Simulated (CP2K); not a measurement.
Ta in CP2K: the effect of functional

The system is Ta.

```
CELL_PARAMETERS angstrom
2.90037 0.00000 0.00000
-1.45019 2.51180 0.00000
0.00000 0.00000 5.16627
ATOMIC_POSITIONS crystal
Ta 0.33333 0.66667 0.25000
Ta 0.66667 0.33333 0.75000
```

This isn't the form of Ta at room conditions, which is bcc.

Alike in all runs:

```yaml
Program: CP2K 2026.2
Potentials_or_basis: POTENTIAL_UZH Ta GTH-PBE-q13; TZVP-MOLOPT-PBE-GTH basis
Density_cutoff: 9184 eV
k_mesh: 11 × 11 × 5
Occupations: fermi-dirac, width 0.05 eV
Spin: no spin polarisation
```

Problem. One run gave: pressure -40.6 GPa. Which functional did it use?
A. vdW-DF2
B. PBEsol
C. BEEF-vdW
D. HLE16
E. LDA

Solution. D.

```csv
functional,pressure (GPa)
LDA,-10.1
PBEsol,-7.0
vdW-DF2,7.5
HLE16,-40.6
BEEF-vdW,-1.2
HLE17,-23.8
```

Caveats: the potentials were made for another functional, which shifts forces and pressure; the basis of atomic orbitals isn't converged, which shifts pressures, moduli and gaps; the potentials were made for a functional far from this one (some runs); the cell as given lies far from equilibrium (some runs).

Runs at the PBE level aren't shown here.
